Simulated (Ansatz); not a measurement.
Cell and atoms are relaxed with the symmetry kept. Start:

Space group F-43m (No. 216). a = 4.777 Å, b = 4.777 Å, c = 4.777 Å, α = 90.00°, β = 90.00°, γ = 90.00°
```
atom site symmetry x y z
   B    4a      -43m  0.0000  0.0000  0.0000
  As    4d      -43m  0.2500  0.2500  0.7500
```

These are results of Ansatz, DFT r2SCAN, scalar-relativistic, plane waves, PAW, not measurements.

Plane waves to 500 eV, a k mesh through Γ of 10×10×10 on the computed 2-atom cell and Gaussian smearing (0.02 eV); no spin polarisation.

Q: What does it relax to?

A: The volume increases by 0.06 Å³/atom to 13.68 Å³/atom, and the energy falls by 0.1 meV/atom. Final structure:
```cif
data_structure
_symmetry_space_group_name_H-M 'F-43m'
_symmetry_Int_Tables_number 216
_cell_length_a 4.7838
_cell_length_b 4.7838
_cell_length_c 4.7838
_cell_angle_alpha 90.000
_cell_angle_beta 90.000
_cell_angle_gamma 90.000
_cell_volume 109.48
loop_
_atom_site_label
_atom_site_type_symbol
_atom_site_symmetry_multiplicity
_atom_site_Wyckoff_symbol
_atom_site_fract_x
_atom_site_fract_y
_atom_site_fract_z
_atom_site_occupancy
B1 B 4 a 0.00000 0.00000 0.00000 1
As1 As 4 d 0.25000 0.25000 0.75000 1
```